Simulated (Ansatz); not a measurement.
Runs of Ansatz 0.2.0 on Ta. Symmetry: Im-3m, No. 229, cubic system. The conventional cell has a = 3.303 Å, b = 3.303 Å, c = 3.303 Å, α = 90.00°, β = 90.00°, γ = 90.00°. Ta (site symmetry m-3m) is surrounded by 8 Ta at 2.86 Å. 

```tsv
task	level	spin	cell	k mesh	gap on the mesh (eV)	pressure (GPa)	relaxed volume (Å³/atom)
relaxation of cell and atoms	HSE03	off	relaxed	6 × 6 × 6	none	0.0	(a)
relaxation of cell and atoms	HSE06	off	relaxed	6 × 6 × 6	none	0.0	18.43
single point	B3LYP	off	as given	6 × 6 × 6	none	9.0	-
single point	PBE0	SOC, no magnetisation	as given	5 × 5 × 5	none	3.5	-
relaxation of cell and atoms	HF	off	relaxed	6 × 6 × 6	none	0.0	(b)
```

Alike in all rows: potentials or basis Ansatz PAW; cutoff (eV) 420; smearing fermi-dirac 0.05 eV; the mesh is coarse, so values aren't converged.

Problem. Fill in the values left out.

Solution. (a) 18.42; (b) 19.54.

Caveats: all runs use coarse meshes; the PAW data sets come from PBE, with cores solved anew for the run's functional, which leaves a small shift of forces and pressure; the plane-wave basis is chosen anew once the cell has moved, so the energies of steps on either side of that aren't comparable (some runs); the thresholds are loose for stress (some runs).

A k mesh can miss the band edges, and rows without SOC leave out spin-orbit coupling on Ta.

A gap of «none» marks a metal or a gap under the smearing width.
